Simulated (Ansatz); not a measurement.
The system is Si3N4.

```
Si N
1.0
     4.13078    0.00000    0.00000
     0.00000    4.13078    0.00000
     0.00000    0.00000    4.13078
Si N
3 4
Direct
  0.00000 0.00000 0.50000
  0.50000 0.00000 0.00000
  0.00000 0.50000 0.00000
  0.23952 0.23952 0.76048
  0.76048 0.76048 0.76048
  0.23952 0.76048 0.23952
  0.76048 0.23952 0.23952
```

The cell was built by a generator and needn't be a form met in nature.

Program: Ansatz 0.2.0. Alike in all runs: potentials or basis Ansatz PAW; no spin polarisation; cell as given; smearing fermi-dirac 0.05 eV.

**Question.** Order these runs on this cell by their pressure, lowest first.
A. level r2SCAN; k mesh 7 × 7 × 7; cutoff (eV) 500; points for each segment of the path 10; mesh quality not flagged
B. level PBE; k mesh 7 × 7 × 7; cutoff (eV) 250; mesh quality not flagged
C. level LDA; k mesh 7 × 7 × 7; cutoff (eV) 420; points for each segment of the path 10; mesh quality not flagged
D. level PBE; k mesh 3 × 3 × 3; cutoff (eV) 420; mesh quality coarse

**Answer.** C (-9.3 GPa), A (-5.8 GPa), D (0.0 GPa), B (1.7 GPa).

Caveats: some runs use coarse meshes; the PAW data sets come from PBE, with cores solved anew for the run's functional, which leaves a small shift of forces and pressure (some runs); the pressure holds a Pulay correction of +39.4 GPa for the finite cutoff (some runs); the cutoff lies under the one recommended for these potentials (some runs).
